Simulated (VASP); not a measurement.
# PbO2 (Fm-3m) in VASP: settings compared

One crystal, PbO2, is run at these levels: PBE, PBEsol; tasks: equation of state.

Everything below comes from runs of VASP 6.6.1. Logs are shortened: lines on timing, memory, paths and dates and some standing lists are left out, and cuts for length are marked.

## Step 1: The crystal as given

It takes space group Fm-3m (No. 225, cubic). Conventional cell: a = 5.404 Å, b = 5.404 Å, c = 5.404 Å, α = 90.00°, β = 90.00°, γ = 90.00°. Pb (site symmetry m-3m) is surrounded by 8 O at 2.34 Å. Around O (site symmetry -43m) lie 4 Pb at 2.34 Å.

The cell comes from a database or a generator and needn't be the stable form of this composition.

## Step 2: Equation of state, PBE, 12.36 Å³/atom (volume scaled by 0.94)

The input, INCAR:

```
ALGO = Normal ; EDIFF = 1E-7
ENCUT = 520 ; GGA = PE
ISIF = 2 ; ISMEAR = -1
LASPH = True ; LCHARG = False
LREAL = False ; LWAVE = False
NBANDS = 20 ; NELM = 80
PREC = Accurate ; SIGMA = 0.05
```

The input, KPOINTS:

```
k-points
0
Gamma
  9 9 9
```

The input, POSCAR:

```
PbO2
1.0
    0.0000000000      2.6468338291      2.6468338291
    2.6468338291      0.0000000000      2.6468338291
    2.6468338291      2.6468338291      0.0000000000
Pb O
1 2
Direct
    0.0000000000      0.0000000000      0.0000000000
    0.7500000000      0.7500000000      0.7500000000
    0.2500000000      0.2500000000      0.2500000000
```

Potentials or basis: VASP PAW PBE potentials, release 64 (Pb_d, O).

Run with:

```bash
$ cat potpaw_PBE.64/Pb_d/POTCAR potpaw_PBE.64/O/POTCAR > POTCAR
$ mpirun -np 1 vasp_std > vasp.out
```

OUTCAR:

```text
EDIFF = 1E-7
   ENCUT = 520
   GGA = PE
   ISIF = 2
   ISMEAR = -1
   LASPH = True
   LREAL = False
   NELM = 80
   PREC = Accurate

 ion  position               nearest neighbor table
   1  0.000  0.000  0.000-   2 2.29   2 2.29   2 2.29   2 2.29   3 2.29   3 2.29   3 2.29   3 2.29

   2  0.750  0.750  0.750-   1 2.29   1 2.29   1 2.29   1 2.29
   3  0.250  0.250  0.250-   1 2.29   1 2.29   1 2.29   1 2.29

  LATTYP: Found a face centered cubic cell.
 ALAT       =     5.2936676582

  Lattice vectors:

 A1 = (   0.0000000000,   2.6468338291,   2.6468338291)
 A2 = (   2.6468338291,   0.0000000000,   2.6468338291)
 A3 = (   2.6468338291,   2.6468338291,   0.0000000000)

Analysis of symmetry for initial positions (statically):
=====================================================================
 Subroutine PRICEL returns:
 Original cell was already a primitive cell.

 Routine SETGRP: Setting up the symmetry group for a
 face centered cubic supercell.

 Subroutine GETGRP returns: Found 48 space group operations
 (whereof 48 operations were pure point group operations)
 out of a pool of 48 trial point group operations.

The static configuration has the point symmetry O_h .

Analysis of symmetry for dynamics (positions and initial velocities):
=====================================================================
 Subroutine PRICEL returns:
 Original cell was already a primitive cell.

 Routine SETGRP: Setting up the symmetry group for a
 face centered cubic supercell.

 Subroutine GETGRP returns: Found 48 space group operations
 (whereof 48 operations were pure point group operations)
 out of a pool of 48 trial point group operations.

The dynamic configuration has the point symmetry O_h .

 Subroutine INISYM returns: Found 48 space group operations
 (whereof 48 operations are pure point group operations),
 and found     1 'primitive' translations

----------------------------------------------------------------------------------------

                                     Primitive cell

  volume of cell :      37.0860

  direct lattice vectors                    reciprocal lattice vectors
     0.000000000  2.646833829  2.646833829    -0.188904945  0.188904945  0.188904945
     2.646833829  0.000000000  2.646833829     0.188904945 -0.188904945  0.188904945
     2.646833829  2.646833829  0.000000000     0.188904945  0.188904945 -0.188904945

  length of vectors
     3.743188298  3.743188298  3.743188298     0.327192963  0.327192963  0.327192963

  position of ions in fractional coordinates (direct lattice)
     0.000000000  0.000000000  0.000000000
     0.750000000  0.750000000  0.750000000
     0.250000000  0.250000000  0.250000000

  ion indices of the primitive-cell ions
   primitive index   ion index
                 1           1
                 2           2
                 3           3

----------------------------------------------------------------------------------------

 KPOINTS: k-points

Automatic generation of k-mesh.
 Grid dimensions read from file:
 generate k-points for:    9    9    9

 Generating k-lattice:

  Cartesian coordinates                     Fractional coordinates (reciprocal lattice)
    -0.020989438  0.020989438  0.020989438     0.111111111  0.000000000  0.000000000
     0.020989438 -0.020989438  0.020989438     0.000000000  0.111111111  0.000000000
     0.020989438  0.020989438 -0.020989438     0.000000000  0.000000000  0.111111111

  Length of vectors
     0.036354774  0.036354774  0.036354774

  Shift w.r.t. Gamma in fractional coordinates (k-lattice)
     0.000000000  0.000000000  0.000000000

 Subroutine IBZKPT returns following result:
 ===========================================

 Found     35 irreducible k-points:

 Following reciprocal coordinates:
            Coordinates               Weight
  0.000000  0.000000  0.000000      1.000000
  0.111111  0.000000  0.000000      8.000000
  0.222222  0.000000  0.000000      8.000000
  0.333333  0.000000  0.000000      8.000000
  0.444444  0.000000  0.000000      8.000000
  0.111111  0.111111  0.000000      6.000000
[... 27 lines left out ...]
 -0.333333  0.444444  0.111111     24.000000
 -0.333333  0.444444  0.222222     24.000000
   k-points           NKPTS =     35   k-points in BZ     NKDIM =     35   number of bands    NBANDS=     20
   number of dos      NEDOS =    301   number of ions     NIONS =      3
   total plane-waves  NPLWV =  21952
   dimension x,y,z NGX =    28 NGY =   28 NGZ =   28
   dimension x,y,z NGXF=    56 NGYF=   56 NGZF=   56
   ions per type =               1   2
   NGX,Y,Z   is equivalent  to a cutoff of  12.44, 12.44, 12.44 a.u.
   NGXF,Y,Z  is equivalent  to a cutoff of  24.87, 24.87, 24.87 a.u.
 SYSTEM =  unknown system
   PREC   = accura    normal or accurate (medium, high low for compatibility)
   ISTART =      0    job   : 0-new  1-cont  2-samecut
   ICHARG =      2    charge: 1-file 2-atom 10-const
   ISPIN  =      1    spin polarized calculation?
   LNONCOLLINEAR =      F non collinear calculations
   LSORBIT =      F    spin-orbit coupling
   LASPH  =      T    aspherical Exc in radial PAW
   ENCUT  =  520.0 eV  38.22 Ry    6.18 a.u.   6.96  6.96  6.96*2*pi/ulx,y,z
   NELM   =     80;   NELMIN=  2; NELMDL= -5     # of ELM steps
   EDIFF  = 0.1E-06   stopping-criterion for ELM
   LREAL  =      F    real-space projection
   EDIFFG = 0.1E-05   stopping-criterion for IOM
   NSW    =      0    number of steps for IOM
   IBRION =     -1    ionic relax: 0-MD 1-quasi-New 2-CG
   NFREE  =      0    steps in history (QN), initial steepest desc. (CG)
   ISIF   =      2    stress and relaxation
   ISYM   =      2    0-nonsym 1-usesym 2-fastsym
   POTIM  = 0.5000    time-step for ionic-motion
   TEBEG  =    0.0;   TEEND  =   0.0 temperature during run
   PSTRESS=    0.0 pullay stress
   NELECT =      26.0000    total number of electrons
   NUPDOWN=      -1.0000    fix difference up-down
   EMIN   =  10.00;   EMAX   =-10.00  energy-range for DOS
   EFERMI =   0.00;   METHOD = LEGACY
   ISMEAR =    -1;   SIGMA  =   0.05  broadening in eV -4-tet -1-fermi 0-gaus
   EFERMI_NEDOS =   21; number of points for ismear=-14 and -15
   IALGO  =     38    algorithm
   IMIX   =      4    mixing-type and parameters
     AMIX     =   0.40;   BMIX     =  1.00
     AMIX_MAG =   1.60;   BMIX_MAG =  1.00
  volume/ion in A,a.u.               =      12.36        83.42
  Fermi-wavevector in a.u.,A,eV,Ry     =   1.454329  2.748283 28.777305  2.115072
  Thomas-Fermi vector in A             =   2.571492
   LORBIT       =      0    0 simple, 1 ext, 2 COOP (PROOUT), +10 PAW based schemes
   GGA     = PE    functional components
   LHFCALC =     F    Hartree Fock is set to
   AEXX    =    0.0000 exact exchange contribution
   IVDW    =     0    specifies the selected vdW correction
   LEPSILON=     F    determine dielectric tensor
   LRPA    =     F    only Hartree local field effects (RPA)
 non-spin polarized calculation
  energy-cutoff  :      520.00
  volume of cell :       37.09
 maximum number of plane-waves:      1018
   NGX = 13   NGY = 13   NGZ = 13

 number of electron      26.0000019 magnetization

 Free energy of the ion-electron system (eV)
  ---------------------------------------------------
  ext. energy  EPLUGINS =         0.00000000
  ---------------------------------------------------
  free energy    TOTEN  =       -15.53331749 eV

  energy without entropy =      -15.52751772  energy(sigma->0) =      -15.53041760

 E-fermi :   6.4459     XC(G=0): -11.4830

 val. band max:        6.3943439511   @ k =  -0.3333   0.4444   0.2222
 cond. band min:       7.1897185154   @ k =  -0.1111   0.1111   0.0000
 fundamental gap:      0.7953745643
 Fermi energy:         6.4458678821

 k-point     1 :       0.0000    0.0000    0.0000
  band No.  band energies     occupation
      1     -12.5743      2.00000
      2      -9.3667      2.00000
      3      -9.3258      2.00000
      4      -9.3258      2.00000
      5      -9.3258      2.00000
      6      -9.0194      2.00000
[... 12 lines left out ...]
     19      22.3697      0.00000
     20      22.3697      0.00000

 k-point     2 :       0.1111    0.0000    0.0000
  band No.  band energies     occupation
      1     -12.4639      2.00000
      2     -10.0221      2.00000
      3      -9.3073      2.00000
      4      -9.3073      2.00000
      5      -9.0208      2.00000
      6      -9.0208      2.00000
[... 12 lines left out ...]
     19      22.2752      0.00000
     20      22.2752      0.00000

 k-point     3 :       0.2222    0.0000    0.0000
  band No.  band energies     occupation
      1     -12.1813      2.00000
      2     -10.5483      2.00000
      3      -9.2678      2.00000
      4      -9.2678      2.00000
      5      -9.0163      2.00000
      6      -9.0163      2.00000
[... 12 lines left out ...]
     19      22.1079      0.00000
     20      22.1079      0.00000

 k-point     4 :       0.3333    0.0000    0.0000
  band No.  band energies     occupation
      1     -11.9063      2.00000
      2     -10.7811      2.00000
      3      -9.2402      2.00000
      4      -9.2402      2.00000
      5      -8.9918      2.00000
      6      -8.9918      2.00000
[... 12 lines left out ...]
     19      21.9884      0.00000
     20      21.9884      0.00000

 k-point     5 :       0.4444    0.0000    0.0000
  band No.  band energies     occupation
      1     -11.8302      2.00000
      2     -10.7077      2.00000
      3      -9.2333      2.00000
      4      -9.2333      2.00000
      5      -8.9637      2.00000
      6      -8.9637      2.00000
[... 12 lines left out ...]
     19      21.9129      0.00000
     20      21.9129      0.00000

 k-point     6 :       0.1111    0.1111    0.0000
  band No.  band energies     occupation
      1     -12.4253      2.00000
      2     -10.1403      2.00000
      3      -9.2916      2.00000
      4      -9.2916      2.00000
      5      -9.0347      2.00000
      6      -9.0102      2.00000
[... 12 lines left out ...]
     19      22.1000      0.00000
     20      22.3981      0.00000

 k-point     7 :       0.2222    0.1111    0.0000
  band No.  band energies     occupation
      1     -12.1920      2.00000
      2     -10.5703      2.00000
      3      -9.2504      2.00000
      4      -9.2434      2.00000
      5      -9.0453      2.00000
      6      -8.9997      2.00000
[... 12 lines left out ...]
     19      22.3683      0.00000
     20      22.4350      0.00000
[... 530 lines left out ...]
 k-point    31 :      -0.3333    0.3333    0.1111
  band No.  band energies     occupation
      1     -11.4939      2.00000
      2     -11.2389      2.00000
      3      -9.1050      2.00000
      4      -9.0769      2.00000
      5      -8.9922      2.00000
      6      -8.2444      2.00000
[... 12 lines left out ...]
     19      22.4961      0.00000
     20      24.3894      0.00000

 k-point    32 :      -0.2222    0.3333    0.1111
  band No.  band energies     occupation
      1     -11.4895      2.00000
      2     -11.2722      2.00000
      3      -9.1017      2.00000
      4      -9.0973      2.00000
      5      -9.0173      2.00000
      6      -8.5137      2.00000
[... 12 lines left out ...]
     19      22.1998      0.00000
     20      24.5417      0.00000

 k-point    33 :      -0.4444    0.4444    0.1111
  band No.  band energies     occupation
      1     -11.5308      2.00000
      2     -11.1455      2.00000
      3      -9.1566      2.00000
      4      -9.0179      2.00000
      5      -8.9628      2.00000
      6      -8.7836      2.00000
[... 12 lines left out ...]
     19      23.0214      0.00000
     20      24.0500      0.00000

 k-point    34 :      -0.3333    0.4444    0.1111
  band No.  band energies     occupation
      1     -11.4993      2.00000
      2     -11.2088      2.00000
      3      -9.1340      2.00000
      4      -9.0209      2.00000
      5      -8.9816      2.00000
      6      -8.4567      2.00000
[... 12 lines left out ...]
     19      23.1953      0.00000
     20      23.6094      0.00000

 k-point    35 :      -0.3333    0.4444    0.2222
  band No.  band energies     occupation
      1     -11.3996      2.00000
      2     -11.3371      2.00000
      3      -9.1172      2.00000
      4      -9.0196      2.00000
      5      -8.9969      2.00000
      6      -8.2322      2.00000
[... 12 lines left out ...]
     19      22.8851      0.00000
     20      24.0486      0.00000

------------------------ aborting loop because EDIFF is reached ----------------------------------------

  FORCE on cell =-STRESS in cart. coord.  units (eV):
  Direction    XX          YY          ZZ          XY          YZ          ZX
  --------------------------------------------------------------------------------------
  -------------------------------------------------------------------------------------
  Total        2.4177262      2.4177262      2.4177262      0.0000000      0.0000000      0.0000000
  in kB      104.4498152    104.4498152    104.4498152      0.0000000      0.0000000      0.0000000
  external PRESSURE =     104.4498152 kB  Pullay stress =       0.0000000 kB

 VOLUME and BASIS-vectors are now :
 -----------------------------------------------------------------------------
  energy-cutoff  :      520.00
  volume of cell :       37.09
      direct lattice vectors                 reciprocal lattice vectors
     0.000000000  2.646833829  2.646833829    -0.188904945  0.188904945  0.188904945
     2.646833829  0.000000000  2.646833829     0.188904945 -0.188904945  0.188904945
     2.646833829  2.646833829  0.000000000     0.188904945  0.188904945 -0.188904945

 POSITION                                       TOTAL-FORCE (eV/Angst)
 -----------------------------------------------------------------------------------
      0.00000      0.00000      0.00000         0.000000     -0.000000      0.000000
      3.97025      3.97025      3.97025        -0.000000     -0.000000      0.000000
      1.32342      1.32342      1.32342         0.000000      0.000000     -0.000000
 -----------------------------------------------------------------------------------
    total drift:                                0.000000     -0.000000      0.000000

  FREE ENERGIE OF THE ION-ELECTRON SYSTEM (eV)
  ---------------------------------------------------
  free  energy   TOTEN  =       -15.5333174920 eV

  energy  without entropy=      -15.5275177170  energy(sigma->0) =      -15.53041760
```

Run time: 22 s. Hardware: 1 thread of Intel Xeon Platinum 8488C (Sapphire Rapids), shared host; peak memory 0.16 GiB.

What came out:

- Free energy: -15.5333 eV
- Pressure: 10.4 GPa
- Band gap on the k mesh: none (metal or under the smearing width)

## Step 3: Equation of state, PBE, 12.63 Å³/atom (volume scaled by 0.96)

The input, INCAR:

```
  PREC = Accurate
  ENCUT = 520
  EDIFF = 1E-7
  ISMEAR = -1
  SIGMA = 0.05
  LREAL = False
  LASPH = True
  NELM = 100
  ALGO = Normal
  ISIF = 2
  LWAVE = False
  LCHARG = False
  GGA = PE
  NBANDS = 20
```

The input, KPOINTS:

```
Automatic mesh
0
Gamma
  9 9 9
```

The input, POSCAR:

```
PbO2
1.0
    0.0000000000      2.6654741181      2.6654741181
    2.6654741181      0.0000000000      2.6654741181
    2.6654741181      2.6654741181      0.0000000000
Pb O
1 2
Direct
    0.0000000000      0.0000000000      0.0000000000
    0.7500000000      0.7500000000      0.7500000000
    0.2500000000      0.2500000000      0.2500000000
```

Potentials or basis: VASP PAW PBE potentials, release 64 (Pb_d, O).

Run with:

```bash
$ cat potpaw_PBE.64/Pb_d/POTCAR potpaw_PBE.64/O/POTCAR > POTCAR
$ mpirun -np 1 vasp_std > vasp.out
```

Run time: 19 s. Hardware: 1 thread of Intel Xeon Platinum 8488C (Sapphire Rapids), shared host; peak memory 0.16 GiB.

It converged, with:

- Free energy: -15.5768 eV
- Pressure: 6.8 GPa
- Band gap on the k mesh: none (metal or under the smearing width)

## Step 4: Equation of state, PBE, 12.89 Å³/atom (volume scaled by 0.98)

The input, INCAR:

```
PREC = Accurate
ENCUT = 520
EDIFF = 1E-7
ISMEAR = -1
SIGMA = 0.05
LREAL = F
LASPH = T
NELM = 100
ALGO = Normal
ISIF = 2
LWAVE = F
LCHARG = F
GGA = PE
NBANDS = 20
```

The input, KPOINTS:

```
regular mesh
0
Gamma
  9 9 9
```

The input, POSCAR:

```
PbO2
1.0
    0.0000000000      2.6838572791      2.6838572791
    2.6838572791      0.0000000000      2.6838572791
    2.6838572791      2.6838572791      0.0000000000
Pb O
1 2
Direct
    0.0000000000      0.0000000000      0.0000000000
    0.7500000000      0.7500000000      0.7500000000
    0.2500000000      0.2500000000      0.2500000000
```

Run with:

```bash
$ cat potpaw_PBE.64/Pb_d/POTCAR potpaw_PBE.64/O/POTCAR > POTCAR
$ mpirun -np 1 vasp_std > vasp.out
```

It took 20 s on 1 thread of Intel Xeon Platinum 8488C (Sapphire Rapids), shared host; peak memory 0.17 GiB.

It converged, with:

* Free energy: -15.6032 eV
* Pressure: 3.5 GPa
* Band gap on the k mesh: none (metal or under the smearing width)

## Step 5: Equation of state, PBE, 13.41 Å³/atom (volume scaled by 1.02)

The input, INCAR:

```
SYSTEM = PbO2
PREC = Accurate ; ENCUT = 520
EDIFF = 1E-7 ; ISMEAR = -1
SIGMA = 0.05 ; LREAL = .False.
LASPH = .True. ; NELM = 60
ALGO = Normal ; ISIF = 2
LWAVE = .False. ; LCHARG = .False.
GGA = PE ; NBANDS = 20
```

The input, KPOINTS:

```
regular mesh
0
Gamma
  9 9 9
  0 0 0
```

The input, POSCAR:

```
PbO2
1.0
    0.0000000000      2.7198865082      2.7198865082
    2.7198865082      0.0000000000      2.7198865082
    2.7198865082      2.7198865082      0.0000000000
Pb O
1 2
Direct
    0.0000000000      0.0000000000      0.0000000000
    0.7500000000      0.7500000000      0.7500000000
    0.2500000000      0.2500000000      0.2500000000
```

Run with:

```bash
$ cat potpaw_PBE.64/Pb_d/POTCAR potpaw_PBE.64/O/POTCAR > POTCAR
$ mpirun -np 1 vasp_std > vasp.out
```

Wall time 36 s (1 thread of Intel Xeon Platinum 8488C (Sapphire Rapids), shared host); peak memory 0.17 GiB.

It converged, with:

| Item | Value |
| --- | --- |
| Free energy | -15.6119 eV |
| Pressure | -2.0 GPa |
| Band gap on the k mesh | none (metal or under the smearing width) |

## Step 6: Equation of state, PBE, 13.68 Å³/atom (volume scaled by 1.04)

The input, INCAR:

```
PREC = Accurate
ENCUT = 520
EDIFF = 1E-7
ISMEAR = -1
SIGMA = 0.05
LREAL = False
LASPH = True
NELM = 100
ALGO = Normal
ISIF = 2
LWAVE = False
LCHARG = False
GGA = PE
NBANDS = 20
```

The input, KPOINTS:

```
regular mesh
0
Gamma
  9 9 9
```

The input, POSCAR:

```
PbO2
1.0
    0.0000000000      2.7375486038      2.7375486038
    2.7375486038      0.0000000000      2.7375486038
    2.7375486038      2.7375486038      0.0000000000
Pb O
1 2
Direct
    0.0000000000      0.0000000000      0.0000000000
    0.7500000000      0.7500000000      0.7500000000
    0.2500000000      0.2500000000      0.2500000000
```

Potentials or basis: VASP PAW PBE potentials, release 64 (Pb_d, O).

Run with:

```bash
$ cat potpaw_PBE.64/Pb_d/POTCAR potpaw_PBE.64/O/POTCAR > POTCAR
$ mpirun -np 1 vasp_std > vasp.out
```

Run time: 30 s. Hardware: 1 thread of Intel Xeon Platinum 8488C (Sapphire Rapids), shared host; peak memory 0.18 GiB.

The run converged. Its results:

```yaml
Free_energy: -15.5975 eV
Pressure: -4.3 GPa
Band_gap_on_the_k_mesh: none (metal or under the smearing width)
```

(Part 1 of 2 ends here.)
